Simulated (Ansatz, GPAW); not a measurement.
Given: the input of a run of Ansatz 0.2.0 on Fe. 

input.yaml

```yaml
crystal:
  lattice:
    - [-1.443, 1.443, 1.443]
    - [1.443, -1.443, 1.443]
    - [1.443, 1.443, -1.443]
  atoms:
    - { symbol: Fe, position: [0.0, 0.0, 0.0], spin: 3.0 }
kpoints:
  mp_grid: { grid: [13, 13, 13] }
scf:
  occupations: { method: gaussian, width: 0.022 }
hamiltonian:
  xc: pbe
  pseudopotentials: { kind: all_electron, lapw: { basis_error: 0.001 } }
magnetization:
  spin_polarized: true
output:
  forces: true
  stress: true
  eigenvalues: true
```

Potentials or basis: all-electron LAPW, scalar-relativistic.

Command:

```console
$ ansatz run input.yaml --threads 2 --pin off --max-ram 6144MiB --backend cpu --events-out ev --progress --plain --runs-dir out
```

Q: Set up the same calculation for GPAW 26.7.0 (ASE script). Potentials or basis there: GPAW PAW data sets (gpaw-data 1.2.1), cutoff 600 eV.

A: As run (cutoffs and basis follow the program's own potentials, and thresholds, step limits or extra output files can differ):

run.py

```python
from ase import Atoms
from ase.dft.bandgap import bandgap
from ase.io import write
from ase.units import GPa
from gpaw import GPAW, PW

atoms = Atoms(['Fe'],
              cell=[[-1.443, 1.443, 1.443],
                    [1.443, -1.443, 1.443],
                    [1.443, 1.443, -1.443]],
              scaled_positions=[[0.0, 0.0, 0.0]],
              pbc=True)
atoms.set_initial_magnetic_moments([3.0])

calc = GPAW(mode=PW(600),
            xc='PBE',
            kpts={'size': (13, 13, 13), 'gamma': True},
            occupations={'name': 'methfessel-paxton', 'order': 0, 'width': 0.022},
            nbands=12,
            convergence={'density': 1e-05, 'energy': 1e-05},
            maxiter=150,
            txt='gpaw.txt')
atoms.calc = calc
energy = atoms.get_potential_energy()
forces = atoms.get_forces()
stress = atoms.get_stress()
calc.write('gs.gpw')
write('result.traj', atoms)
print(f'Energy: {energy:.6f} eV')
print('Forces (eV/A):')
print(forces.round(4))
print('Stress (GPa):', (stress / GPa).round(3))
print('Moments:', calc.get_magnetic_moments().round(3))
print('Fermi level:', round(calc.get_fermi_level(), 4), 'eV')
print(f'Gap: {bandgap(calc)[0]:.4f} eV, direct: {bandgap(calc, direct=True)[0]:.4f} eV')
```

Potentials or basis: GPAW PAW data sets (gpaw-data 1.2.1), pw.

Run with:

```console
$ OMP_NUM_THREADS=1 python run.py
```

Both were run:

|  | Ansatz | GPAW |
| --- | --- | --- |
| Pressure | -9.8 GPa | -7.9 GPa |
| Net moment | 2.24 μB per cell | 2.25 μB per cell |

Where Ansatz's input types no cutoff or centring, it takes its own default and a Γ-centred mesh.

The magnetic state is the one that the start led to; the real crystal's order can differ.

Pressure is positive in compression.
